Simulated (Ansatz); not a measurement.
# Relaxing Si3N4

All numbers below come from DFT PBE, scalar-relativistic, plane waves, PAW in Ansatz.

The start is a database structure of Si3N4, space group Fd-3m (No. 227).

Input of the last, converged step (default PAW datasets):

```yaml
crystal:
  lattice:
    - [0.0, 3.893718, 3.893718]
    - [3.893718, 0.0, 3.893718]
    - [3.893718, 3.893718, 0.0]
  atoms:
    - { symbol: Si, position: [0.125, 0.125, 0.625] }
    - { symbol: Si, position: [0.125, 0.625, 0.125] }
    - { symbol: Si, position: [0.625, 0.125, 0.125] }
    - { symbol: Si, position: [0.125, 0.125, 0.125] }
    - { symbol: Si, position: [0.75, 0.75, 0.75] }
    - { symbol: Si, position: [0.5, 0.5, 0.5] }
    - { symbol: "N", position: [0.367563, 0.367563, 0.367563] }
    - { symbol: "N", position: [0.352689, 0.882437, 0.882437] }
    - { symbol: "N", position: [0.882437, 0.882437, 0.352689] }
    - { symbol: "N", position: [0.882437, 0.352689, 0.882437] }
    - { symbol: "N", position: [0.367563, 0.367563, 0.897311] }
    - { symbol: "N", position: [0.367563, 0.897311, 0.367563] }
    - { symbol: "N", position: [0.882437, 0.882437, 0.882437] }
    - { symbol: "N", position: [0.897311, 0.367563, 0.367563] }
basis:
  ecutwfc: 420
kpoints:
  mp_grid: { grid: [6, 6, 6] }
hamiltonian:
  xc: pbe
scf:
  occupations: { method: gaussian, width: 0.02 }
output:
  forces: true
  stress: true
  eigenvalues: true
relax:
  adjacent_minimum: "off"
  f_tol: 0.01
  max_steps: 80
  cell: { stress_tol: 0.05 }
```

Launched as:

```bash
ansatz run input.yaml --threads 1 --pin off --max-ram 2560MiB --backend cpu --events-out ev --progress --plain --runs-dir out
```

The run took 11 s on 1 thread of Intel(R) Xeon(R) 6975P-C (Granite Rapids), with other jobs on the host, peak memory 0.45 GiB.

The program printed at the end:

```
SCF converged after 4 iterations
Free energy (F): -6899.800710 eV
Harris-Foulkes:  -6899.800710 eV  (|F-HF|=3.64e-12)
Internal energy: -6899.800710 eV  (E = F + TS)
E sigma→0 (E₀):  -6899.800710 eV
Fermi energy:    12.640465 eV
--- Per-component energies (eV) ---
  E_band       = 270.750909
  E_kinetic    = 1360.228579
  E_local      = -1484.075005  (includes V_loc(G=0)·N_el)
  E_nonlocal   = 501.649022
  E_hartree    = 491.974894
  E_xc         = -831.423542
  E_vxc        = -919.179279  (∫ρ·V_xc dr)
  E_paw        = -4098.094612  (= ΣΔE_a)
  E_vpaw       = -171.822974  (= ΣTr[D̂ρ^β])
  E_aug_tail   = 0.000852  (compensation charges beyond the density's cutoff)
  E_ewald      = -2840.060897
  E_smearing   =  0.000000  (= −TS)
  E_closure    =  0.000000  (closes the sum)
  Σ components = -6899.800710   (vs F -6899.800710, Δ=0.00e0)
--- Forces (eV/Å), atoms counted from 1 ---
  atom   1  Si     0.00000000     0.00000000     0.00000000
  atom   2  Si     0.00000000     0.00000000     0.00000000
  atom   3  Si     0.00000000     0.00000000     0.00000000
  atom   4  Si     0.00000000     0.00000000     0.00000000
  atom   5  Si     0.00000000     0.00000000     0.00000000
  atom   6  Si     0.00000000     0.00000000     0.00000000
  atom   7  N     -0.00005628    -0.00005628    -0.00005628
  atom   8  N      0.00005628    -0.00005628    -0.00005628
  atom   9  N     -0.00005628    -0.00005628     0.00005628
  atom  10  N     -0.00005628     0.00005628    -0.00005628
  atom  11  N      0.00005628     0.00005628    -0.00005628
  atom  12  N      0.00005628    -0.00005628     0.00005628
  atom  13  N      0.00005628     0.00005628     0.00005628
  atom  14  N     -0.00005628     0.00005628     0.00005628
  max |Σ_I F_I| component: 9.79e-17 eV/Å
--- Stress (GPa, compression-positive) ---
        0.004338       0.000000       0.000000
        0.000000       0.004338       0.000000
        0.000000       0.000000       0.004338
  P = ⅓ Tr σ = 0.0043 GPa (0.043 kbar)
--- Relaxed structure (3 steps of the walk, 3 accepted, 1 SCFs on fresh bases) ---
  F+E_penalty+E_count = -6899.80070997 eV   max|allowed force component| = 5.628e-5 eV/Å   (the final SCF, on the basis selected at the relaxed cell)
  cell:  # Å, volume = 118.1476 Å³
    - [0.000000, 3.894619, 3.894619]
    - [3.894619, 0.000000, 3.894619]
    - [3.894619, 3.894619, 0.000000]
  atoms:
    - { symbol: Si, position: [0.125000, 0.125000, 0.625000] }
    - { symbol: Si, position: [0.125, 0.625000, 0.125] }
    - { symbol: Si, position: [0.625000, 0.125, 0.125] }
    - { symbol: Si, position: [0.125000, 0.125000, 0.125000] }
    - { symbol: Si, position: [0.750000, 0.750000, 0.750000] }
    - { symbol: Si, position: [0.500000, 0.500000, 0.500000] }
    - { symbol: N, position: [0.367542, 0.367542, 0.367542] }
    - { symbol: N, position: [0.352627, 0.882458, 0.882458] }
    - { symbol: N, position: [0.882458, 0.882458, 0.352627] }
    - { symbol: N, position: [0.882458, 0.352627, 0.882458] }
    - { symbol: N, position: [0.367542, 0.367542, 0.897373] }
    - { symbol: N, position: [0.367542, 0.897373, 0.367542] }
    - { symbol: N, position: [0.882458, 0.882458, 0.882458] }
    - { symbol: N, position: [0.897373, 0.367542, 0.367542] }
```

Total energies depend on the potentials used, so only differences within one code and one set of settings carry meaning.

The result has space group Fd-3m (No. 227). Around Si on Wyckoff site c (4 atoms of the primitive cell) lie 6 N at 1.89 Å; Si on Wyckoff site b (2 atoms of the primitive cell) is coordinated by 4 N at 1.79 Å; around N lie 4 Si at 1.79–1.89 Å.

Against the elements it lies at -0.917 eV/atom. Formation energies are uncorrected and refer to the elements' standard structures at the same level (N₂ as a molecule).

Symmetry constrained the relaxation, so the result can be a saddle point.